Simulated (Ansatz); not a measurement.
An input for Ansatz 0.2.0 (CdS (Greenockite)):

```yaml
crystal:
  lattice:
    - [4.137, 0.0, 0.0]
    - [-2.0685, 3.5827470955, 0.0]
    - [0.0, 0.0, 6.7144]
  atoms:
    - { symbol: Cd, position: [0.6666666667, 0.3333333333, 0.0] }
    - { symbol: Cd, position: [0.3333333333, 0.6666666667, 0.5] }
    - { symbol: S, position: [0.6666666667, 0.3333333333, 0.375] }
    - { symbol: S, position: [0.3333333333, 0.6666666667, 0.875] }
kpoints:
  mp_grid: { grid: [6, 6, 4] }
hamiltonian:
  xc: pbe
  pseudopotentials: { kind: paw, azcp: { folder: soft_1 } }
scf:
  occupations: { method: fixed }
gw:
  n_empty_bands: 225
  ecut_chi: 100
  qp_bands: [v2, c2]
  qp_kpoints: band_edges
  screening: { model: contour_deformation }
```

```sh
ansatz run input.yaml --threads 3 --pin off --max-ram 92160MiB --backend cuda --events-out ev --progress --plain --runs-dir out --devices 1 --max-vram 13GiB
```

**Question.** How long will it take on 1 × NVIDIA H100 80GB HBM3 (shared by 6 runs) with 3 threads of AMD EPYC 7R13 (Zen 3), shared host, and how much memory?

It took 19 s; on shared hardware allow 9.4 s to 38 s. Peak host memory was 1.4 GiB. The sizes that set the cost: 1943 plane waves a state, 21 irreducible k points, 251 bands summed, 233 plane waves in the screening and 8 SCF cycles.

The screening grows as filled bands × empty bands × pairs of k points, times the square of the screening basis for the matrix.

[Paths, hosts, dates, memory and timing lines, banners, echoed tables and standing remarks are left out of the program output.]

[Logs are printed without paths, hosts, clocks, repeated set-up lines and the standing remarks that a program may print on its own settings, such as how far it seeks lower states.]

[Runs of the session that timed out or met a known fault of the program may be left out.]

[Cells called generated may have been cut or substituted from an entry of the Crystallography Open Database or the Materials Project.]

[Hosts, paths, dates, database ids (printed as entryN), source tags and the programs' standing remarks are cut or masked in the printed files.]
